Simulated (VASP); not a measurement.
## VASP 6.6.1 run: CdS

INCAR

```
ISMEAR = -1
NELM = 89
IBRION = -1
NSW = 0
EDIFF = 1E-9
SIGMA = 0.02
BMIX = 2
LREAL = .TRUE.
ISIF = 2
LASPH = .TRUE.
PREC = Accurate
LWAVE = .FALSE.
ENCUT = 520
NBANDS = 16
LCHARG = .FALSE.
GGA = PE
```

KPOINTS

```
KPOINTS created by Atomic Simulation Environment
0
Gamma
8 8 8
0 0 0
```

POSCAR

```
Cd S
 1.0000000000000000
     0.0000000000000000    2.8216462493000001    2.8216462493000001
     2.8216462493000001    0.0000000000000000    2.8216462493000001
     2.8216462493000001    2.8216462493000001    0.0000000000000000
 Cd  S
   1   1
Cartesian
  0.0000000000000000  0.0000000000000000  0.0000000000000000
  1.4108231246499998  1.4108231246499998  1.4108231246499998
```

The recommended PBE PAW datasets give the neutral cell 18 valence electrons.

Command

```
mpirun -np 1 vasp_std
```

OSZICAR

```
N       E                     dE             d eps       ncg     rms          rms(c)
DAV:   1     0.114227778624E+03    0.11423E+03   -0.92951E+03   936   0.105E+03
DAV:   2    -0.227903889935E+01   -0.11651E+03   -0.11019E+03  1136   0.263E+02
DAV:   3    -0.644102375555E+01   -0.41620E+01   -0.41542E+01  1200   0.519E+01
DAV:   4    -0.646495780888E+01   -0.23934E-01   -0.23933E-01  1112   0.391E+00
DAV:   5    -0.646524738498E+01   -0.28958E-03   -0.28957E-03  1200   0.410E-01    0.102E+01
DAV:   6    -0.605285962496E+01    0.41239E+00   -0.34446E-01  1384   0.830E+00    0.726E+00
DAV:   7    -0.592110717898E+01    0.13175E+00   -0.48277E-01  1192   0.677E+00    0.169E+00
DAV:   8    -0.592256179914E+01   -0.14546E-02   -0.83442E-02  1040   0.355E+00    0.724E-01
DAV:   9    -0.592286696435E+01   -0.30517E-03   -0.18064E-03  1192   0.368E-01    0.538E-01
DAV:  10    -0.592402639030E+01   -0.11594E-02   -0.17496E-03   992   0.537E-01    0.136E-01
DAV:  11    -0.592436152188E+01   -0.33513E-03   -0.31557E-04  1152   0.184E-01    0.138E-01
DAV:  12    -0.592462913450E+01   -0.26761E-03   -0.40996E-04  1016   0.156E-01    0.107E-01
DAV:  13    -0.592462507773E+01    0.40568E-05   -0.77300E-06  1144   0.293E-02    0.390E-02
DAV:  14    -0.592463519525E+01   -0.10118E-04   -0.27757E-05  1136   0.307E-02    0.241E-02
DAV:  15    -0.592463367993E+01    0.15153E-05   -0.22131E-06  1264   0.117E-02    0.138E-02
DAV:  16    -0.592463359834E+01    0.81586E-07   -0.50635E-07  1088   0.454E-03    0.208E-03
DAV:  17    -0.592463359057E+01    0.77698E-08   -0.21278E-08  1176   0.941E-04    0.111E-03
DAV:  18    -0.592463353806E+01    0.52511E-07   -0.22694E-08  1128   0.841E-04    0.108E-03
DAV:  19    -0.592463355751E+01   -0.19452E-07   -0.17630E-09  1120   0.303E-04    0.765E-04
DAV:  20    -0.592463358149E+01   -0.23977E-07   -0.33182E-09  1120   0.345E-04    0.150E-04
DAV:  21    -0.592463358145E+01    0.45247E-10   -0.19177E-10   544   0.108E-04
   1 F= -.59246336E+01 E0= -.59246336E+01  d E =-.367434E-12
```

From OUTCAR

```
k-points           NKPTS =     29   k-points in BZ     NKDIM =     29   number of bands    NBANDS=     16

   NELECT =      18.0000    total number of electrons

   dimension x,y,z NGX =    30 NGY =   30 NGZ =   30
   dimension x,y,z NGXF=    60 NGYF=   60 NGZF=   60

  energy-cutoff  :      520.00
  volume of cell :       44.93
      direct lattice vectors                 reciprocal lattice vectors
     0.000000000  2.821646249  2.821646249    -0.177201518  0.177201518  0.177201518
     2.821646249  0.000000000  2.821646249     0.177201518 -0.177201518  0.177201518
     2.821646249  2.821646249  0.000000000     0.177201518  0.177201518 -0.177201518

 k-points in reciprocal lattice and weights: KPOINTS created by Atomic Simulation Env
   0.00000000  0.00000000  0.00000000       0.002
   0.12500000  0.00000000  0.00000000       0.016
   0.25000000  0.00000000  0.00000000       0.016
   0.37500000  0.00000000  0.00000000       0.016
   0.50000000  0.00000000  0.00000000       0.008
   0.12500000  0.12500000  0.00000000       0.012
   0.25000000  0.12500000  0.00000000       0.047
   0.37500000  0.12500000  0.00000000       0.047
   ...

 E-fermi :   2.6976

 k-point     1 :       0.0000    0.0000    0.0000
  band No.  band energies     occupation
      1     -10.8098      2.00000
      2      -5.9309      2.00000
      3      -5.9309      2.00000
      4      -5.9309      2.00000
      5      -5.3016      2.00000
      6      -5.3016      2.00000
      7       2.2281      2.00000
      8       2.2281      2.00000
      9       2.2281      2.00000
     10       3.5874      0.00000
     11       8.7233      0.00000
     12       8.7233      0.00000
     13       8.7233      0.00000
     14      13.8440      0.00000
     15      13.8440      0.00000
     16      14.2047      0.00000

 k-point     2 :       0.1250    0.0000    0.0000
  band No.  band energies     occupation
      1     -10.7333      2.00000
      2      -5.9021      2.00000
      3      -5.9021      2.00000
      4      -5.8747      2.00000
      5      -5.3033      2.00000
      6      -5.3033      2.00000
      7       1.1361      2.00000
      8       2.0799      2.00000
      9       2.0799      2.00000
     10       4.4307      0.00000
     11       8.5024      0.00000
     12       8.9501      0.00000
     13       8.9501      0.00000
     14      13.2032      0.00000
     15      13.2032      0.00000
     16      14.6122      0.00000

 k-point     3 :       0.2500    0.0000    0.0000
  band No.  band energies     occupation
      1     -10.5471      2.00000
      2      -5.8395      2.00000
      3      -5.8395      2.00000
      4      -5.6572      2.00000
      5      -5.2966      2.00000
      6      -5.2966      2.00000
      7      -0.5152      2.00000
      8       1.7483      2.00000
      9       1.7483      2.00000
     10       5.2107      0.00000
     11       8.6274      0.00000
     12       9.2866      0.00000
     13       9.2866      0.00000
     14      12.9608      0.00000
     15      12.9608      0.00000
     16      13.8051      0.00000

 ...

  Total        3.5218052      3.5218052      3.5218052      0.0000000      0.0000000      0.0000000
  in kB      125.5851294    125.5851294    125.5851294      0.0000000      0.0000000      0.0000000
  external PRESSURE =     125.5851294 kB  Pullay stress =       0.0000000 kB

 POSITION                                       TOTAL-FORCE (eV/Angst)
 -----------------------------------------------------------------------------------
      0.00000      0.00000      0.00000         0.000000      0.000000     -0.000000
      1.41082      1.41082      1.41082        -0.000000     -0.000000      0.000000
 -----------------------------------------------------------------------------------
    total drift:                               -0.000000     -0.000000     -0.000000

  FREE ENERGIE OF THE ION-ELECTRON SYSTEM (eV)
  ---------------------------------------------------
  free  energy   TOTEN  =        -5.9246335814 eV

  energy  without entropy=       -5.9246335814  energy(sigma->0) =       -5.92463358
```

It converged. Results: gap between bands v and c on the k mesh 1.36 eV; least direct gap on the k mesh 1.36 eV; pressure 12.6 GPa. Band v is the last that the valence electrons fill when counted band by band, and c is the next.

These settings aren't sound, so the numbers aren't properties of the crystal.

On sound settings PBE gives a gap of 1.36 eV on its mesh and a pressure of 11.5 GPa for the intended cell.

The run took about 45 s on one core of a shared host (Intel Xeon Platinum 8488C) and held 0.16 GiB at most.
